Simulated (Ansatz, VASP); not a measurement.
# Two plane-wave programs on Si

```xyz
2
Lattice="0.0000 2.7114 2.7114 2.7114 0.0000 2.7114 2.7114 2.7114 0.0000" Properties=species:S:1:pos:R:3 pbc="T T T"
Si    2.7114    2.7114    2.7114
Si    4.0671    4.0671    4.0671
```

Alike in both runs: task single point; functional PBE; k mesh 10 × 10 × 10; occupations gaussian, width 0.02 eV; no spin polarisation.

|  | VASP | Ansatz |
| --- | --- | --- |
| version | VASP 6.6.1 | Ansatz 0.2.0 |
| potentials or method | VASP PAW PBE potentials, release 64 (Si) | scalar-relativistic, plane waves, PAW |
| plane-wave cutoff (eV) | 520 | 420 |
| valence electrons in the cell | 8 | 8 |

Ansatz gave:

| Property | Result |
| --- | --- |
| gap on the k mesh at the Fermi level (eV) | 0.57 |
| least direct gap on the mesh (eV) | 2.56 |
| pressure (GPa) | 2.5 |

Q: Estimate VASP's values.

A: gap on the k mesh at the Fermi level (eV): 0.57; least direct gap on the mesh (eV): 2.57; pressure (GPa): 2.4.

The functional is the same, so the differences come from potentials, cutoffs and numerics.

A k mesh can miss the band edges.
